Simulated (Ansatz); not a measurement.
# Hf3W: the cost of one run

Method: DFT PBE, scalar-relativistic, plane waves, PAW, in Ansatz 0.2.0.

## (1) The structure to begin with

Symmetry: Pm-3n, No. 223, cubic system. The conventional cell has a = 5.370 Å, b = 5.370 Å, c = 5.370 Å, α = 90.00°, β = 90.00°, γ = 90.00°. Hf (site symmetry -4m2) has 2 Hf at 2.68 Å and 4 W at 3.00 Å as nearest neighbours. W (site symmetry m-3) has 12 Hf at 3.00 Å as nearest neighbours.

Structure file:

```cif
data_structure
_symmetry_space_group_name_H-M 'P 1'
_symmetry_Int_Tables_number 1
_cell_length_a 5.3699
_cell_length_b 5.3699
_cell_length_c 5.3699
_cell_angle_alpha 90.000
_cell_angle_beta 90.000
_cell_angle_gamma 90.000
_cell_volume 154.85
loop_
_atom_site_label
_atom_site_type_symbol
_atom_site_fract_x
_atom_site_fract_y
_atom_site_fract_z
_atom_site_occupancy
Hf1 Hf 0.00000 0.50000 0.25000 1
Hf2 Hf 0.00000 0.50000 0.75000 1
Hf3 Hf 0.25000 0.00000 0.50000 1
Hf4 Hf 0.75000 0.00000 0.50000 1
Hf5 Hf 0.50000 0.75000 0.00000 1
Hf6 Hf 0.50000 0.25000 0.00000 1
W1 W 0.00000 0.00000 0.00000 1
W2 W 0.50000 0.50000 0.50000 1
```

(A quick probe on a coarse mesh, which set the mesh and smearing, is not shown.)

## (3) Coarse relaxation

input.yaml

```yaml
crystal:
  lattice:
    - [5.3699429355, 0.0, 0.0]
    - [0.0, 5.3699429355, 0.0]
    - [0.0, 0.0, 5.3699429355]
  atoms:
    - { symbol: Hf, position: [0.0, 0.5, 0.25] }
    - { symbol: Hf, position: [0.0, 0.5, 0.75] }
    - { symbol: Hf, position: [0.25, 0.0, 0.5] }
    - { symbol: Hf, position: [0.75, 0.0, 0.5] }
    - { symbol: Hf, position: [0.5, 0.75, 0.0] }
    - { symbol: Hf, position: [0.5, 0.25, 0.0] }
    - { symbol: W, position: [0.0, 0.0, 0.0] }
    - { symbol: W, position: [0.5, 0.5, 0.5] }
basis:
  ecutwfc: 420
kpoints:
  mp_grid: { grid: [4, 4, 4] }
hamiltonian:
  xc: pbe
scf:
  occupations: { method: gaussian, width: 0.1 }
  lower_state_search: "off"
output:
  forces: true
  stress: true
  eigenvalues: true
relax:
  adjacent_minimum: "off"
  f_tol: 0.04
  max_steps: 70
  cell: { stress_tol: 0.4 }
```

On the command line:

```console
$ ansatz run input.yaml --threads 1 --pin off --max-ram 2560MiB --backend cpu --events-out ev --progress --plain --runs-dir out
```

Q: Estimate wall time and peak memory on 1 thread of Intel Xeon 6975P-C (Granite Rapids), shared host.

About 33 s, with a peak of 0.59 GiB.
